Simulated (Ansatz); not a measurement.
**SiC (NiAs type): testing the settings of Wannier runs**

Which of these Wannier inputs for SiC (NiAs type) end well? Each is run as it stands.

Program: Ansatz 0.2.0. Level of theory: plane waves, PAW; the settings change from run to run, as each input shows. These are calculated values, not measurements.

3 further runs of the same task are left out: 3 that didn't finish. Runs told in other sessions of the task aren't counted.

### 1 The starting structure

Symmetry: P6_3/mmc, No. 194, hexagonal system. The conventional cell has a = 2.857 Å, b = 2.857 Å, c = 4.702 Å, α = 90.00°, β = 90.00°, γ = 120.00°. Si (site symmetry -3m) is surrounded by 6 C at 2.03 Å. C (site symmetry -6m2) is surrounded by 6 Si at 2.03 Å.

Coordinates:

```
CELL_PARAMETERS angstrom
2.85685 0.00000 0.00000
-1.42843 2.47411 0.00000
0.00000 0.00000 4.70199
ATOMIC_POSITIONS crystal
Si 0.00000 0.00000 0.00000
Si 0.00000 0.00000 0.50000
C 0.33333 0.66667 0.25000
C 0.66667 0.33333 0.75000
```

Cell and atoms come from an earlier r2SCAN relaxation.

### 2 Input 1

Contents of input.yaml:

```yaml
crystal:
  lattice:
    - [2.856852842, 0.0, 0.0]
    - [-1.428426421, 2.474107136, 0.0]
    - [0.0, 0.0, 4.7019938879]
  atoms:
    - { symbol: Si, position: [0.0, 0.0, 0.0] }
    - { symbol: Si, position: [0.0, 0.0, 0.5] }
    - { symbol: C, position: [0.3333333333, 0.6666666667, 0.25] }
    - { symbol: C, position: [0.6666666667, 0.3333333333, 0.75] }
kpoints:
  mp_grid: { grid: [9, 9, 4] }
  band_path:
    path:
      - [[0.0, 0.0, 0.0], [0.5, 3.935331752711e-17, -4.416903887987e-19], [0.3333333333333, 0.3333333333333, -2.944602591957e-19], [0.0, 0.0, 0.0], [9.554634512295e-37, 8.970308944741e-37, 0.5], [0.5, 3.939398050754e-17, 0.5], [0.3333333333333, 0.3333333333333, 0.5], [9.554634512295e-37, 8.970308944741e-37, 0.5]]
      - [[0.5, 3.939398050754e-17, 0.5], [0.5, 3.935331752711e-17, -4.416903887987e-19]]
      - [[0.3333333333333, 0.3333333333333, 0.5], [0.3333333333333, 0.3333333333333, -2.944602591957e-19]]
    npoints: 10
hamiltonian:
  xc: pbe
scf:
  occupations: { method: fermi_dirac, width: 0.02 }
  n_extra_bands: 8
output:
  forces: false
  stress: false
  eigenvalues: true
  wannier:
    kmesh: [6, 6, 4]
    projections: [{ species: Si, l: s, shell: 3 }, { species: C, l: p, shell: 2 }]
    minimise: true
    write_hr: true
    conv_tol: 1.0e-08
    max_iter: 3000
    disentanglement: { window: [4.05, 26.05], frozen_window: [7.05, 14.85] }
```

Command:

```sh
$ ansatz run input.yaml --threads 4 --pin off --max-ram 3686MiB --backend cpu --events-out ev --progress --plain --runs-dir out
```

Output:

```text
Warning: RAYON_NUM_THREADS=4 ignored (pool sized by the plan → 4); use --threads N
scf.n_extra_bands = 8 over 8 filled bands (N_el = 16.0): the run solves 16 bands
Engine: ansatz 0.2.0, aarch64-unknown-linux-gnu
Pseudopotentials: kind: paw
Pseudopotential: Si, paw, valence charge 4, recommended cutoff 420 eV (normal), Si.paw.azcp
Pseudopotential: C, paw, valence charge 4, recommended cutoff 420 eV (normal), C.paw.azcp
Functional definition: PBE
  parameter kappa = 0.804
  parameter beta = 0.06672455060314922
  exchange = pbe_x(kappa = kappa, mu = beta*pi^2/3)
  correlation = pbe_c(beta = beta)
Crystal: 4 atoms, lattice volume = 33.234 Å³
Basis set: ecut = 420 eV, 651 PW (Γ)
Bands: 16, of which v1, the nominal top of the filled ones, is band 8 counted from 1 (7 counted from 0)
Symmetry: 24 space group operations
Space group: P63/mmc (ITA 194), of the structure as read, at distance tolerance 3.2e-5 Å
k-points: 36 of 324
Non-local potential: Si, projectors of the file, l = 0: 2, l = 1: 2, l = 2: 2
Non-local potential: C, projectors of the file, l = 0: 2, l = 1: 2, l = 2: 1
PAW form: soft (Blöchl's): semilocal exchange-correlation on the pseudo side does not see the compensation charge
PAW one-centre angular grid: Si, 110 points (default); XC on 64 Gauss nodes
PAW one-centre angular grid: C, 110 points (default); XC on 64 Gauss nodes
Initial density: superposition of atomic densities (neutral atoms: chi_scale 0, normalization atom), corrected by the library's trained network
Initial wavefunctions: pseudopotential atomic-orbital guess
Functional: x = pbe(κ = 0.804, μ = 0.2195149727645171), c = pbe(β = 0.06672455060314922)
SCF iter   1: F=—  HF=-1771.185268 eV  |F-HF|=—  |Δ(HF+E_count)|=         —  Δρ=4.55e-3  dr2=4.59e-3  ethr=1.77e-3  ⟨swp⟩=5.7  Hψ=3491  notcnv=0
preconditioner: auto → none  [insulator: Δε(μ)=0.192 eV  Ē_g=15.052 eV  σ=0.020 eV  W_gap=0.94  n_scr=2 (ndim 8)  ℏωp=25.8 eV  f_vac=0.000  D(μ)=0.30/eV (n_scr^D=0)  ε∞_Penn≈3.9]
SCF iter   2: F=—  HF=-1771.184973 eV  |F-HF|=—  |Δ(HF+E_count)|=   2.95e-4  Δρ=2.00e-3  dr2=7.31e-4  ethr=2.87e-5  ⟨swp⟩=2.6  Hψ=1279  notcnv=0  defer=91
SCF iter   3: F=—  HF=-1771.185183 eV  |F-HF|=—  |Δ(HF+E_count)|=   2.10e-4  Δρ=2.41e-4  dr2=7.78e-6  ethr=4.57e-6  ⟨swp⟩=2.4  Hψ=825  notcnv=0  defer=91
SCF iter   4: F=—  HF=-1771.185191 eV  |F-HF|=—  |Δ(HF+E_count)|=   8.63e-6  Δρ=5.03e-5  dr2=3.74e-7  ethr=4.86e-8  ⟨swp⟩=2.4  Hψ=757  notcnv=0  defer=91
iter 5 did not close the SCF: its close was put off for the readings that it lacked (scf_convergence_deferred on its scf_iter line)
SCF iter   5: F=-1771.185192 eV  HF=-1771.185192 eV  |F-HF|=2.30e-9  |Δ(HF+E_count)|=   5.44e-7  Δρ=7.00e-6  dr2=1.04e-8  ethr=2.34e-9  ⟨swp⟩=2.3  Hψ=752  notcnv=0  defer=91
SCF iter   6: F=-1771.185192 eV  HF=-1771.185192 eV  |F-HF|=1.64e-11  |Δ(HF+E_count)|=   5.25e-9  Δρ=5.93e-7  dr2=1.05e-10  ethr=6.52e-11  ⟨swp⟩=4.7  Hψ=2393  notcnv=0
SCF 1 converged in 6 iterations: F = -1771.185192 eV  dr2 = 1.05e-10
NSCF: frozen V_eff on 93 k-points
NSCF: frozen V_eff on 25 k-points
the Wannier pass solved 25 of the 144 points of its mesh, and has the states at the others by symmetry: states obtained by the crystal's operations at points that were solved too leave a residual of 4.55e-13 eV (read by the count's bands and the next), within 5.56e-6 eV
NSCF: frozen V_eff on 25 k-points
the Wannier pass solved 25 of the 144 points of its mesh, and has the states at the others by symmetry: states obtained by the crystal's operations at points that were solved too leave a residual of 5.33e-13 eV (read by the count's bands and the next), within 5.56e-6 eV
SCF converged after 6 iterations
Free energy (F): -1771.185192 eV
Harris-Foulkes:  -1771.185192 eV  (|F-HF|=1.64e-11)
Internal energy: -1771.184713 eV  (E = F + TS)
E sigma→0 (E₀):  -1771.184952 eV
Entropy (-TS):   -0.000479 eV (-0.120 meV/atom)
Fermi energy:    13.726503 eV
--- Per-component energies (eV) ---
  E_band       = 107.082165
  E_kinetic    = 280.097773
  E_local      = -111.209516  (includes V_loc(G=0)·N_el)
  E_nonlocal   = 99.925858
  E_hartree    = 39.452208
  E_xc         = -213.721949
  E_vxc        = -222.721385  (∫ρ·V_xc dr)
  E_paw        = -1223.579754  (= ΣΔE_a)
  E_vpaw       = -17.914969  (= ΣTr[D̂ρ^β])
  E_aug_tail   = 0.000023  (compensation charges beyond the density's cutoff)
  E_ewald      = -642.149355
  E_smearing   = -0.000479  (= −TS)
  E_closure    = -0.000000  (closes the sum)
  Σ components = -1771.185192   (vs F -1771.185192, Δ=0.00e0)
--- Band table (eV; the first three rows and the last of 36) ---
  k-point 0: bands = ["-4.4871", "0.5003", "2.4621", "13.0214", "13.0214", "13.5673", "13.5673", "14.0538", "19.2249", "19.6055", "21.6431", "22.0297", "22.0297", "23.5260", "23.5260", "23.8450"]
  k-point 1: bands = ["-4.1138", "-1.2266", "4.7995", "11.9827", "13.1397", "13.1397", "13.5346", "13.5346", "19.4266", "19.6353", "21.2681", "21.2681", "21.7218", "21.7218", "23.0089", "25.5127"]
  k-point 2: bands = ["-3.0069", "-3.0069", "8.3360", "8.3360", "13.3813", "13.3813", "13.3813", "13.3813", "19.6140", "19.6140", "20.8826", "20.8826", "20.8826", "20.8826", "24.4538", "24.4538"]
  k-point 35: bands = ["2.4467", "2.4467", "4.1928", "4.1928", "5.5971", "5.5971", "12.6635", "12.6635", "17.8504", "17.8504", "18.6354", "18.6354", "23.8318", "23.8318", "26.5439", "26.5439"]
Error: a combination of the trial orbitals is all but absent from every band at ik = 0: its weight there is 1.8e-15 of the largest combination's or less, which the computation cannot tell from zero, so that the projections give no starting gauge (the trial orbitals are those of output.wannier.projections, "every band" meaning the bands of the .amn file, and ik = 0 is k-point 1 of the .win and .amn files); offer more bands by output.wannier.disentanglement
```

Run time: 1.7 s. Hardware: 4 threads of Arm Neoverse V1, shared host; peak memory 0.29 GiB.

What is wrong: The run stopped with an error. Some combination of the trial orbitals has almost no weight, at one k point, in the states chosen from the window. Fix: choose trial orbitals that match the bands, or move the windows as the message advises.

### 3 Input 2

Changes to input.yaml since step 2:

```diff
@@ -22,3 +22,3 @@
   occupations: { method: fermi_dirac, width: 0.02 }
-  n_extra_bands: 8
+  n_extra_bands: 16
 output:
@@ -28,4 +28,8 @@
   wannier:
-    kmesh: [6, 6, 4]
-    projections: [{ species: Si, l: s, shell: 3 }, { species: C, l: p, shell: 2 }]
+    kmesh: [2, 2, 2]
+    projections:
+      - { species: C, l: s, shell: 2 }
+      - { species: C, l: p, shell: 2 }
+      - { species: Si, l: s, shell: 3 }
+      - { species: Si, l: p, shell: 3 }
     minimise: true
@@ -33,3 +37,7 @@
     conv_tol: 1.0e-08
-    max_iter: 3000
-    disentanglement: { window: [4.05, 26.05], frozen_window: [7.05, 14.85] }
+    max_iter: 1000
+    disentanglement: { window: [-11.95, 30.05], frozen_window: [6.05, 15.55] }
+  write_density: true
+  write_potential: true
+  elf: true
+  volumetric_format: npy
```

Command:

```sh
$ ansatz run input.yaml --threads 4 --pin off --max-ram 3686MiB --backend cpu --events-out ev --progress --plain --runs-dir out
```

Output:

```text
Warning: RAYON_NUM_THREADS=4 ignored (pool sized by the plan → 4); use --threads N
scf.n_extra_bands = 16 over 8 filled bands (N_el = 16.0): the run solves 24 bands
Engine: ansatz 0.2.0, aarch64-unknown-linux-gnu
Pseudopotentials: kind: paw
Pseudopotential: Si, paw, valence charge 4, recommended cutoff 420 eV (normal), Si.paw.azcp
Pseudopotential: C, paw, valence charge 4, recommended cutoff 420 eV (normal), C.paw.azcp
Functional definition: PBE
  parameter kappa = 0.804
  parameter beta = 0.06672455060314922
  exchange = pbe_x(kappa = kappa, mu = beta*pi^2/3)
  correlation = pbe_c(beta = beta)
Crystal: 4 atoms, lattice volume = 33.234 Å³
Basis set: ecut = 420 eV, 651 PW (Γ)
Bands: 24, of which v1, the nominal top of the filled ones, is band 8 counted from 1 (7 counted from 0)
Symmetry: 24 space group operations
Space group: P63/mmc (ITA 194), of the structure as read, at distance tolerance 3.2e-5 Å
k-points: 36 of 324
Non-local potential: Si, projectors of the file, l = 0: 2, l = 1: 2, l = 2: 2
Non-local potential: C, projectors of the file, l = 0: 2, l = 1: 2, l = 2: 1
PAW form: soft (Blöchl's): semilocal exchange-correlation on the pseudo side does not see the compensation charge
PAW one-centre angular grid: Si, 110 points (default); XC on 64 Gauss nodes
PAW one-centre angular grid: C, 110 points (default); XC on 64 Gauss nodes
Initial density: superposition of atomic densities (neutral atoms: chi_scale 0, normalization atom), corrected by the library's trained network
Initial wavefunctions: pseudopotential atomic-orbital guess
Functional: x = pbe(κ = 0.804, μ = 0.2195149727645171), c = pbe(β = 0.06672455060314922)
SCF iter   1: F=—  HF=-1771.185472 eV  |F-HF|=—  |Δ(HF+E_count)|=         —  Δρ=4.58e-3  dr2=4.66e-3  ethr=1.77e-3  ⟨swp⟩=5.9  Hψ=4685  notcnv=0  defer=56
preconditioner: auto → none  [insulator: Δε(μ)=0.192 eV  Ē_g=20.132 eV  σ=0.020 eV  W_gap=0.94  n_scr=2 (ndim 8)  ℏωp=25.8 eV  f_vac=0.000  D(μ)=0.30/eV (n_scr^D=0)  ε∞_Penn≈2.6]
SCF iter   2: F=—  HF=-1771.184959 eV  |F-HF|=—  |Δ(HF+E_count)|=   5.13e-4  Δρ=1.98e-3  dr2=7.06e-4  ethr=2.91e-5  ⟨swp⟩=2.5  Hψ=1514  notcnv=0  defer=353
SCF iter   3: F=—  HF=-1771.185179 eV  |F-HF|=—  |Δ(HF+E_count)|=   2.20e-4  Δρ=2.58e-4  dr2=1.02e-5  ethr=4.41e-6  ⟨swp⟩=2.4  Hψ=860  notcnv=0  defer=353
SCF iter   4: F=—  HF=-1771.185192 eV  |F-HF|=—  |Δ(HF+E_count)|=   1.33e-5  Δρ=4.28e-5  dr2=5.82e-7  ethr=6.35e-8  ⟨swp⟩=2.0  Hψ=788  notcnv=0  defer=353
iter 5 did not close the SCF: its close was put off for the readings that it lacked (scf_convergence_deferred on its scf_iter line)
SCF iter   5: F=-1771.185192 eV  HF=-1771.185192 eV  |F-HF|=5.24e-9  |Δ(HF+E_count)|=   2.00e-7  Δρ=9.13e-6  dr2=1.80e-8  ethr=3.63e-9  ⟨swp⟩=2.4  Hψ=797  notcnv=0  defer=353
SCF iter   6: F=-1771.185192 eV  HF=-1771.185192 eV  |F-HF|=1.66e-10  |Δ(HF+E_count)|=  9.64e-10  Δρ=9.05e-7  dr2=2.76e-10  ethr=1.12e-10  ⟨swp⟩=5.5  Hψ=4180  notcnv=0
SCF 1 converged in 6 iterations: F = -1771.185192 eV  dr2 = 2.76e-10
NSCF: frozen V_eff on 93 k-points
NSCF: frozen V_eff on 6 k-points
the Wannier pass solved 6 of the 8 points of its mesh, and has the states at the others by symmetry: states obtained by the crystal's operations at points that were solved too leave a residual of 2.98e-13 eV (read by the count's bands and the next), within 3.33e-5 eV
NSCF: frozen V_eff on 6 k-points
the Wannier pass solved 6 of the 8 points of its mesh, and has the states at the others by symmetry: states obtained by the crystal's operations at points that were solved too leave a residual of 6.00e-13 eV (read by the count's bands and the next), within 3.33e-5 eV
SCF converged after 6 iterations
Free energy (F): -1771.185192 eV
Harris-Foulkes:  -1771.185192 eV  (|F-HF|=1.66e-10)
Internal energy: -1771.184713 eV  (E = F + TS)
E sigma→0 (E₀):  -1771.184952 eV
Entropy (-TS):   -0.000479 eV (-0.120 meV/atom)
Fermi energy:    13.726507 eV
--- Per-component energies (eV) ---
  E_band       = 107.082238
  E_kinetic    = 280.097649
  E_local      = -111.209297  (includes V_loc(G=0)·N_el)
  E_nonlocal   = 99.925859
  E_hartree    = 39.452085
  E_xc         = -213.721936
  E_vxc        = -222.721366  (∫ρ·V_xc dr)
  E_paw        = -1223.579741  (= ΣΔE_a)
  E_vpaw       = -17.914965  (= ΣTr[D̂ρ^β])
  E_aug_tail   = 0.000023  (compensation charges beyond the density's cutoff)
  E_ewald      = -642.149355
  E_smearing   = -0.000479  (= −TS)
  E_closure    = 0.000000  (closes the sum)
  Σ components = -1771.185192   (vs F -1771.185192, Δ=0.00e0)
--- Band table (eV; the first three rows and the last of 36) ---
  k-point 0: bands = ["-4.4871", "0.5003", "2.4621", "13.0214", "13.0214", "13.5673", "13.5673", "14.0538", "19.2249", "19.6055", "21.6431", "22.0297", "22.0297", "23.5260", "23.5260", "23.8450", "23.8450", "25.4524", "25.4524", "26.4614", "27.8285", "28.0015", "32.7938", "36.9994"]
  k-point 1: bands = ["-4.1138", "-1.2266", "4.7995", "11.9827", "13.1397", "13.1397", "13.5346", "13.5346", "19.4266", "19.6353", "21.2681", "21.2681", "21.7218", "21.7218", "23.0089", "25.5127", "26.5414", "26.5414", "27.2241", "27.2241", "27.7079", "28.8033", "33.9910", "34.6337"]
  k-point 2: bands = ["-3.0069", "-3.0069", "8.3360", "8.3360", "13.3813", "13.3813", "13.3813", "13.3813", "19.6140", "19.6140", "20.8826", "20.8826", "20.8826", "20.8826", "24.4538", "24.4538", "28.5612", "28.5612", "29.6019", "29.6019", "29.6019", "29.6019", "31.5925", "31.5925"]
  k-point 35: bands = ["2.4467", "2.4467", "4.1928", "4.1928", "5.5972", "5.5972", "12.6635", "12.6635", "17.8504", "17.8504", "18.6354", "18.6354", "23.8318", "23.8318", "26.5439", "26.5439", "28.1658", "28.1658", "29.9839", "29.9839", "37.1714", "37.1714", "37.5061", "37.5061"]
Error: a combination of the trial orbitals is all but absent from every band inside the outer window at ik = 2: its weight there is 3.6e-15 of the largest combination's or less, which the computation cannot tell from zero, so that the projections give no starting gauge (the trial orbitals are those of output.wannier.projections, and ik = 2 is k-point 3 of the .win and .amn files); widen output.wannier.disentanglement.window
```

Run time: 1.3 s. Hardware: 4 threads of Arm Neoverse V1, shared host; peak memory 0.29 GiB.

**Diagnosis.** It ended in an error. Some combination of the trial orbitals has almost no weight, at one k point, in the states chosen from the window. Fix: choose trial orbitals that match the bands, or move the windows as the message advises.

### 4 How the runs ended

| input | settings | ended | fault | time |
| --- | --- | --- | --- | --- |
| 1 | PBE, 8 functions, 6×6×4, window 4.05 to 26.05 eV, frozen 7.05 to 14.85 eV | stopped by an error | some combination of the trial orbitals has almost no weight, at one k point, in the states chosen from the window | 1.7 s |
| 2 | PBE, 16 functions, 2×2×2, window -11.95 to 30.05 eV, frozen 6.05 to 15.55 eV | stopped by an error | some combination of the trial orbitals has almost no weight, at one k point, in the states chosen from the window | 1.3 s |

**Reading.** 2 stopped by an error. No run passed without a fault or warning, so no result is quoted.
